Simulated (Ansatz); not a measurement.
## RbBr under pressure

Level of theory: DFT LDA, scalar-relativistic, plane waves, PAW (Ansatz). Cutoff 420 eV, 6×6×6 k-points (Γ-centred), fixed occupations. No spin polarisation. Phonons by linear response, acoustic sum rule imposed.

Equilibrium structure at this level:
```cif
data_structure
_symmetry_space_group_name_H-M 'Pm-3m'
_symmetry_Int_Tables_number 221
_cell_length_a 3.9675
_cell_length_b 3.9675
_cell_length_c 3.9675
_cell_angle_alpha 90.000
_cell_angle_beta 90.000
_cell_angle_gamma 90.000
_cell_volume 62.45
loop_
_atom_site_label
_atom_site_type_symbol
_atom_site_symmetry_multiplicity
_atom_site_Wyckoff_symbol
_atom_site_fract_x
_atom_site_fract_y
_atom_site_fract_z
_atom_site_occupancy
Rb1 Rb 1 a 0.00000 0.00000 0.00000 1
Br1 Br 1 b 0.50000 0.50000 0.50000 1
```

Question: The cell is relaxed again at 1 and 4 and 12 and 20 and 30 and 40 GPa. How do volume, gap and optical modes at Γ (cm⁻¹, counted from the lowest optical one; a degenerate one stands once) change?

Answer:
```csv
,0 GPa,1 GPa,4 GPa,12 GPa,20 GPa,30 GPa,40 GPa
V/V0,1.000,0.961,0.880,0.764,0.698,0.643,0.603
gap (eV),4.11,4.29,4.72,4.50,4.17,3.75,3.36
"ε∞, mean",3.17,3.24,3.41,3.76,4.04,4.34,4.62
mode 1,89,99,122,162,190,217,239
```

This CsCl-type form isn't the usual stable structure of the compound at low pressure.